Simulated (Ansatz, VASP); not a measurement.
# Two plane-wave programs on Au

Contents of INCAR:

```
SYSTEM = Au
PREC = Accurate ; ENCUT = 520
EDIFF = 1E-6 ; ISMEAR = 0
SIGMA = 0.1 ; LREAL = .False.
LASPH = .True. ; NELM = 80
ALGO = Fast ; ISIF = 2
LWAVE = .False. ; LCHARG = .False.
GGA = PE ; NBANDS = 18
```

File KPOINTS:

```
Automatic mesh
0
Gamma
  9 9 4
  0 0 0
```

The input POSCAR:

```
Au
1.0
    2.9460434566      0.0000000000      0.0000000000
   -1.4730217283      2.5513484741      0.0000000000
    0.0000000000      0.0000000000      4.2668798487
Au
2
Direct
    0.3333333333      0.6666666667      0.2500000000
    0.6666666667      0.3333333333      0.7500000000
```

Input for Ansatz:

```yaml
crystal:
  lattice:
    - [2.9460434566, 0.0, 0.0]
    - [-1.4730217283, 2.5513484741, 0.0]
    - [0.0, 0.0, 4.2668798487]
  atoms:
    - { symbol: Au, position: [0.3333333333, 0.6666666667, 0.25] }
    - { symbol: Au, position: [0.6666666667, 0.3333333333, 0.75] }
basis:
  ecutwfc: 420
kpoints:
  mp_grid: { grid: [9, 9, 4] }
hamiltonian:
  xc: pbe
scf:
  occupations: { method: gaussian, width: 0.1 }
output:
  forces: true
  stress: true
  eigenvalues: true
```

Alike in both runs: task single point; functional PBE; k mesh 9 × 9 × 4; occupations gaussian, width 0.1 eV; no spin polarisation.

```csv
,VASP,Ansatz
version,VASP 6.6.1,Ansatz 0.2.0
potentials or method,"VASP PAW PBE potentials, release 64 (Au)","scalar-relativistic, plane waves, PAW"
plane-wave cutoff (eV),520,420
valence electrons in the cell,22,38
```

```csv
,VASP,Ansatz,Ansatz less VASP
gap on the k mesh at the Fermi level (eV),none,none,-
pressure (GPa),25.5,25.8,+0.34
largest component of the traceless stress (GPa),13.26,13.39,+0.131
```

A gap of «none» marks a metal or a gap that the smearing closes. The two sets of potentials don't hold the same shells in valence.

Caveats: the k mesh is coarse (spacing up to 0.37 Å⁻¹), so the values aren't converged; so large a pressure means that the cell lies far from this level's equilibrium, or that cutoff or potentials fall short (VASP). The runs have no spin-orbit coupling, so splittings on Au are missing.
